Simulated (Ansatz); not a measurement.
Data:

```yaml
crystal:
  lattice:
    - [4.66663, 0.00000, 0.00000]
    - [2.33331, 4.57868, 0.00000]
    - [2.33331, -0.39636, 1.28751]
  atoms:
    - { symbol: Be, position: [0.66651, 0.00016, 0.00016] }
    - { symbol: Be, position: [0.83317, 0.50016, 0.50016] }
    - { symbol: O, position: [0.28933, 0.37734, 0.37734] }
    - { symbol: O, position: [0.45599, 0.87734, 0.87734] }
```

The cell is taken as given; by r2SCAN it stands under a pressure of -0.9 GPa.

Transport runs along the normal of the first two printed cell vectors, the (111) plane of the conventional cell.

The gap is the functional's own. No spin-orbit coupling. Mid-gap values are those at the computed energy nearest the middle.

Problem. State the band gap and the smallest decay constant κ at mid-gap according to r2SCAN (Ansatz, a first-principles code).

Solution. Gap 8.51 eV on a 22×22×22 mesh; κ = 0.495 1/Å, at the zone centre.
